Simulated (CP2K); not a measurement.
# Si in CP2K: the effect of pseudo set

Si:

```xyz
1
Lattice="2.7651 0.0000 0.0000 0.8996 2.1244 0.0000 0.7658 1.0891 2.2969" Properties=species:S:1:pos:R:3 pbc="T T T"
Si    0.0000    0.0000    0.0000
```

This isn't the form of Si at room conditions, which is diamond.

Alike in all runs:

```yaml
Program: CP2K 2026.2
Task: atomic charges
Functional: PBE
Density_cutoff: 6123 eV
k_mesh: 10 × 14 × 11
Occupations: fermi-dirac, width 0.05 eV
Spin: no spin polarisation
```

```csv
pseudo set,pressure (GPa)
PBE,14.2
PADE,9.7
BLYP,?
SCAN,12.3
PBE0,13.9
```

Question: What does the run with pseudo set BLYP give?

Answer: Pressure 14.8 GPa.

Caveats: the basis of atomic orbitals isn't converged, which shifts pressures, moduli and gaps; the potentials were made for another functional, which shifts forces and pressure (some runs).
